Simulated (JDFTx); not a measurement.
# MnO (Fm-3m) in JDFTx: single point with PBEsol

Aim: the single point of MnO with PBEsol.

Program: JDFTx 1.7.0 (patched build). These are calculated values, not measurements. Logs are shortened: lines on timing, memory, paths and dates and some standing lists are left out, and cuts for length are marked. The log counts tension as positive stress, the text compression.

**1. The undisturbed crystal**

Symmetry: Fm-3m, No. 225, cubic system. Conventional cell: a = 4.448 Å, b = 4.448 Å, c = 4.448 Å, α = 90.00°, β = 90.00°, γ = 90.00°. Around Mn (site symmetry m-3m) lie 6 O at 2.22 Å. Around O (site symmetry m-3m) lie 6 Mn at 2.22 Å.

The cell is a database's computed one.

**2. Single point, PBEsol, collinear spin, ferromagnetic start (the cell as VASP's run set it)**

MnO.in reads:

```
lattice \
    5.9433406526     2.9716703263     2.9716703263 \
    0.0000000000     5.1470839885     1.7156946628 \
    0.0000000000     0.0000000000     4.8527173221
coords-type Lattice
ion Mn     0.0000000000     0.0000000000     0.0000000000 1
ion O      0.5000000000     0.5000000000     0.5000000000 1

ion-species pseudo/Mn.upf
ion-species pseudo/O.upf
elec-cutoff 48 384
elec-ex-corr gga-PBEsol
kpoint-folding 10 10 10
elec-smearing Gauss 0.0018374661
elec-n-bands 19
spintype z-spin
initial-magnetic-moments Mn 4
elec-initial-magnetization 4 no
electronic-SCF nIterations 100 energyDiffThreshold 1e-09
electronic-minimize nIterations 30 energyDiffThreshold 1e-7
converge-empty-states yes
forces-output-coords Cartesian

dump-name run.$VAR
dump End Ecomponents EigStats BandEigs Kpoints Forces Stress ElecDensity Dtot
```

Potentials or basis: PseudoDojo-SR-PBEsol-0.4.1-standard with smoothed tails.

On the command line:

```console
$ jdftx -c 1 -i MnO.in -o MnO.out
```

Log:

```text
*************** JDFTx 1.7.0 (patched build) ***************

[... 9 lines left out ...]
---------- Initializing the Grid ----------
R =
[      5.94334      2.97167      2.97167  ]
[            0      5.14708      1.71569  ]
[            0            0      4.85272  ]
unit cell volume = 148.449
G =
[    1.05718  -0.610364  -0.431592  ]
[          0    1.22073  -0.431592  ]
[          0          0    1.29478  ]
Minimum fftbox size, Smin = [  56  56  56  ]
Chosen fftbox size, S = [  56  56  56  ]

---------- Initializing tighter grid for wavefunction operations ----------
R =
[      5.94334      2.97167      2.97167  ]
[            0      5.14708      1.71569  ]
[            0            0      4.85272  ]
unit cell volume = 148.449
G =
[    1.05718  -0.610364  -0.431592  ]
[          0    1.22073  -0.431592  ]
[          0          0    1.29478  ]
Minimum fftbox size, Smin = [  40  40  40  ]
Chosen fftbox size, S = [  40  40  40  ]

---------- Exchange Correlation functional ----------
Initalized PBEsol GGA exchange.
Initalized PBEsol GGA correlation.

---------- Setting up pseudopotentials ----------
Width of ionic core gaussian charges (only for fluid interactions / plotting) set to 0

Reading pseudopotential file 'pseudo/Mn.upf':
  'Mn' pseudopotential, 'PBESOL' functional
  Generated using ONCVPSP code by D. R. Hamann
  15 valence electrons, 4 orbitals, 6 projectors, 1001 radial grid points, with lMax = 2
    3S    l: 0   occupation:  2.0   eigenvalue: -3.147368
    3P    l: 1   occupation:  6.0   eigenvalue: -2.002196
    3D    l: 2   occupation:  5.0   eigenvalue: -0.249683
    4S    l: 0   occupation:  2.0   eigenvalue: -0.188339
  Core radius for overlap checks: 1.55 bohrs.

Reading pseudopotential file 'pseudo/O.upf':
  'O' pseudopotential, 'PBESOL' functional
  Generated using ONCVPSP code by D. R. Hamann
  6 valence electrons, 2 orbitals, 5 projectors, 936 radial grid points, with lMax = 2
    2S    l: 0   occupation:  2.0   eigenvalue: -0.874950
    2P    l: 1   occupation:  4.0   eigenvalue: -0.329796
  Core radius for overlap checks: 1.39 bohrs.

Initialized 2 species with 2 total atoms.

Folded 1 k-points by 10x10x10 to 1000 k-points.

---------- Setting up k-points, bands, fillings ----------
Reduced to 47 k-points under symmetry.
Computing the number of bands and number of electrons
Calculating initial fillings.
nElectrons:  21.000000   nBands: 19   nStates: 94

----- Setting up reduced wavefunction bases (one per k-point) -----
average nbasis = 2358.583 , ideal nbasis = 2357.940

---------- Setting up ewald sum ----------
Optimum gaussian width for ewald sums = 1.908738 bohr.
Real space sum over 1331 unit cells with max indices [  5  5  5  ]
Reciprocal space sum over 2197 terms with max indices [  6  6  6  ]

---------- Allocating electronic variables ----------
Initializing wave functions:  linear combination of atomic orbitals
Note: number of bands (19) exceeds available atomic orbitals (14)
Mn (M=4) pseudo-atom majority spin occupations:   s ( 1 0.5 )  p ( 3 )  d ( 5 )
Mn (M=4) pseudo-atom minority spin occupations:   s ( 1 0 )  p ( 3 )  d ( 1.5 )
O pseudo-atom occupations:   s ( 2 )  p ( 4 )
	FillingsUpdate:  mu: +1.316430950  nElectrons: 21.000000  magneticMoment: [ Abs: 0.32157  Tot: +0.32157 ]
LCAOMinimize: Iter:   0  F: -107.8818929784818152  |grad|_K:  2.437e-02  alpha:  1.000e+00
	FillingsUpdate:  mu: +0.799245154  nElectrons: 21.000000  magneticMoment: [ Abs: 2.79169  Tot: +2.79169 ]
LCAOMinimize: Iter:   1  F: -119.1187565222388116  |grad|_K:  2.210e-02  alpha:  2.636e-01  linmin: -1.808e-01  cgtest:  2.157e-01
LCAOMinimize: 	Step increased F by 7.507432e-02, reducing alpha to 1.037658e-02.
[... 25 lines of inner loops ...]
LCAOMinimize: Iter:  11  F: -119.8186913494505319  |grad|_K:  2.002e-06  alpha:  3.712e-01  linmin:  1.258e-04  cgtest: -2.455e-02
	FillingsUpdate:  mu: +0.498614687  nElectrons: 21.000000  magneticMoment: [ Abs: 4.77739  Tot: +4.77739 ]
LCAOMinimize: Iter:  12  F: -119.8186913957052866  |grad|_K:  1.203e-06  alpha:  6.809e-01  linmin:  3.617e-04  cgtest:  8.174e-04
LCAOMinimize: Converged (|Delta F|<1.000000e-06 for 2 iters).

-------- Electronic minimization -----------
Will mix electronic density at each iteration.
	FillingsUpdate:  mu: +0.498614687  nElectrons: 21.000000  magneticMoment: [ Abs: 4.77739  Tot: +4.77739 ]
	FillingsUpdate:  mu: +0.495622571  nElectrons: 21.000000  magneticMoment: [ Abs: 4.77739  Tot: +4.77739 ]
SCF: Cycle:  0   F: -119.840029543870983   dF: -2.134e-02   |Residual|: 6.296e-02   |deigs|: 6.839e-02
	FillingsUpdate:  mu: +0.486200652  nElectrons: 21.000000  magneticMoment: [ Abs: 4.75154  Tot: +4.75136 ]
SCF: Cycle:  1   F: -119.842147537330860   dF: -2.118e-03   |Residual|: 2.379e-02   |deigs|: 9.989e-03
	FillingsUpdate:  mu: +0.484772396  nElectrons: 21.000000  magneticMoment: [ Abs: 4.79635  Tot: +4.79617 ]
SCF: Cycle:  2   F: -119.842398004819430   dF: -2.505e-04   |Residual|: 7.678e-03   |deigs|: 2.898e-03
	FillingsUpdate:  mu: +0.485099074  nElectrons: 21.000000  magneticMoment: [ Abs: 4.80273  Tot: +4.80259 ]
SCF: Cycle:  3   F: -119.842411125718968   dF: -1.312e-05   |Residual|: 3.161e-03   |deigs|: 9.329e-04
	FillingsUpdate:  mu: +0.485346994  nElectrons: 21.000000  magneticMoment: [ Abs: 4.80289  Tot: +4.80275 ]
SCF: Cycle:  4   F: -119.842414261387702   dF: -3.136e-06   |Residual|: 1.764e-03   |deigs|: 2.925e-04
	FillingsUpdate:  mu: +0.485540551  nElectrons: 21.000000  magneticMoment: [ Abs: 4.80277  Tot: +4.80263 ]
SCF: Cycle:  5   F: -119.842414560735378   dF: -2.993e-07   |Residual|: 3.766e-04   |deigs|: 1.850e-04
	FillingsUpdate:  mu: +0.485550970  nElectrons: 21.000000  magneticMoment: [ Abs: 4.80254  Tot: +4.80240 ]
SCF: Cycle:  6   F: -119.842414587617768   dF: -2.688e-08   |Residual|: 1.310e-04   |deigs|: 6.479e-05
	FillingsUpdate:  mu: +0.485553563  nElectrons: 21.000000  magneticMoment: [ Abs: 4.80242  Tot: +4.80227 ]
SCF: Cycle:  7   F: -119.842414591970524   dF: -4.353e-09   |Residual|: 5.602e-05   |deigs|: 5.181e-05
	FillingsUpdate:  mu: +0.485555033  nElectrons: 21.000000  magneticMoment: [ Abs: 4.80242  Tot: +4.80228 ]
SCF: Cycle:  8   F: -119.842414593363628   dF: -1.393e-09   |Residual|: 8.585e-06   |deigs|: 6.057e-05
	FillingsUpdate:  mu: +0.485554932  nElectrons: 21.000000  magneticMoment: [ Abs: 4.80245  Tot: +4.80230 ]
SCF: Cycle:  9   F: -119.842414593583570   dF: -2.199e-10   |Residual|: 3.855e-06   |deigs|: 6.305e-05
	FillingsUpdate:  mu: +0.485554486  nElectrons: 21.000000  magneticMoment: [ Abs: 4.80245  Tot: +4.80231 ]
SCF: Cycle: 10   F: -119.842414593653089   dF: -6.952e-11   |Residual|: 1.690e-06   |deigs|: 1.099e-04
SCF: Converged (|Delta E|<1.000000e-09 for 2 iters).

Setting wave functions to eigenvectors of Hamiltonian
Converging empty states (this may take a while): |deigs|: 1.192e-03

# Stress tensor in Cartesian coordinates [Eh/a0^3]:
[  0.000230286            0            0  ]
[            0  0.000230286            0  ]
[            0            0  0.000230286  ]

# Ionic positions in lattice coordinates:
ion Mn   0.000000000000000   0.000000000000000   0.000000000000000 1
ion O   0.500000000000000   0.500000000000000   0.500000000000000 1

# Forces in Cartesian coordinates:
force Mn   0.000000000000000   0.000000000000000   0.000000000000000 1
force O   0.000000000000000  -0.000000000000000  -0.000000000000000 1

# Energy components:
   Eewald =      -82.8539901529978096
       EH =       31.7619538426479480
     Eloc =     -101.3691696269444122
      Enl =      -10.2300789025802086
      Exc =      -22.3520279777026047
 Exc_core =        5.4350120472559782
       KE =       59.7660293199075099
-------------------------------------
     Etot =     -119.8422714504135911
       TS =        0.0001431432395003
-------------------------------------
        F =     -119.8424145936530891

IonicMinimize: Iter:   0  F: -119.842414593653089  |grad|_K:       -nan
IonicMinimize: None of the convergence criteria satisfied after 0 iterations.

#--- Lowdin population analysis ---
# oxidation-state Mn +1.148
# magnetic-moments Mn +4.520
# oxidation-state O -1.022
# magnetic-moments O +0.267

Dumping 'run.eigStats' ...
	eMin: -2.495496 at state 0 ( [ +0.000000 +0.000000 +0.000000 ] spin 1 )
	HOMO: +0.485124 at state 10 ( [ +0.000000 +0.100000 +0.500000 ] spin 1 )
	mu  : +0.485554
	LUMO: +0.485872 at state 4 ( [ +0.000000 +0.000000 +0.400000 ] spin 1 )
	eMax: +1.421361 at state 74 ( [ +0.000000 +0.400000 +0.400000 ] spin -1 )
	HOMO-LUMO gap: +0.000749
	Optical gap  : +0.021389 at state 11 ( [ +0.000000 +0.100000 -0.400000 ] spin 1 )
Done!
```

It took 2.1 min on 1 thread of Intel Xeon 6975P-C (Granite Rapids), shared host; peak memory 0.22 GiB.

Results:

```yaml
Free_energy: -3261.0782 eV
Pressure: -6.8 GPa
Band_gap_on_the_k_mesh: none (metal or under the smearing width)
Net_moment: 4.80 μB per cell
Absolute_moment: 4.80 μB per cell
Site_moments: Mn +4.52; O +0.27 μB
Loewdin_charges: Mn +1.15; O -1.02 e
```

Levels at points of the mesh, in eV from the Fermi level:
Spin up:
```tsv
k point	band 10	band 11	band 12	band 13	band 14
(0.00, 0.00, 0.00)	-3.24	-3.24	-2.71	-2.71	-0.55
(0.00, 0.00, 0.50)	-2.34	-1.89	0.20	0.20	3.37
(0.00, 0.50, 0.50)	-2.28	-2.06	-2.06	-1.93	4.98
```
Spin down:
| k point | band 6 | band 7 | band 8 | band 9 | band 10 | band 11 |
| --- | --- | --- | --- | --- | --- | --- |
| (0.00, 0.00, 0.00) | -3.31 | -3.31 | -3.31 | 0.70 | 0.83 | 0.83 |
| (0.00, 0.00, 0.50) | -7.37 | -4.79 | -4.79 | 2.03 | 2.08 | 2.08 |
| (0.00, 0.50, 0.50) | -6.41 | -4.30 | -4.30 | -0.79 | 2.08 | 2.28 |

Caveat: the atomic charges don't sum to the cell's charge; a cell with one magnetic atom can't hold antiferromagnetic order, which such compounds often take; semilocal functionals often make such compounds metallic where correlation or magnetic order opens a gap, which also shifts bond lengths.

**3. The reference run**

An earlier run on the cell as given: functional PBEsol; potentials or basis PseudoDojo-SR-PBEsol-0.4.1-standard with smoothed tails; cutoff 1306 eV; density cutoff 10449 eV; k mesh 10 × 10 × 10; occupations fermi-dirac, width 0.05 eV; collinear spin, ferromagnetic start; starting moments [4.0, 0.0] μB.

- Pressure: -6.8 GPa
- Band gap on the k mesh: none (metal or under the smearing width)
- Net moment: 4.80 μB per cell
- Absolute moment: 4.80 μB per cell
- Site moments: Mn +4.52; O +0.27 μB
- Loewdin charges: Mn +1.15; O -1.02 e
